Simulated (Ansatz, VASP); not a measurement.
# P in VASP and in Ansatz

```
P
1.0
    -1.20883    1.20883    1.20883
     1.20883   -1.20883    1.20883
     1.20883    1.20883   -1.20883
P
1
Cartesian
  0.0000 0.0000 0.0000
```

Change from the starting cell: volume scaled by 0.52, PAW files.

Alike in both runs: task single point; functional LDA; k mesh 17 × 17 × 17; occupations fermi-dirac, width 0.05 eV; no spin polarisation.

|  | VASP | Ansatz |
| --- | --- | --- |
| version | VASP 6.6.1 | Ansatz 0.2.0 |
| potentials or method | VASP PAW LDA potentials, release 64 (P) | PAW with Ansatz's default frozen-core files, scalar-relativistic |
| plane-wave cutoff (eV) | 520 | 420 |
| valence electrons in the cell | 5 | 5 |

Ansatz gave:

- pressure (GPa): 270.7

Question: What did VASP give for the same quantities?

Answer: Pressure (GPa): 266.9.

Caveats: the cell as given lies far from equilibrium; so large a pressure means that the cell lies far from this level's equilibrium, or that cutoff or potentials fall short (VASP).
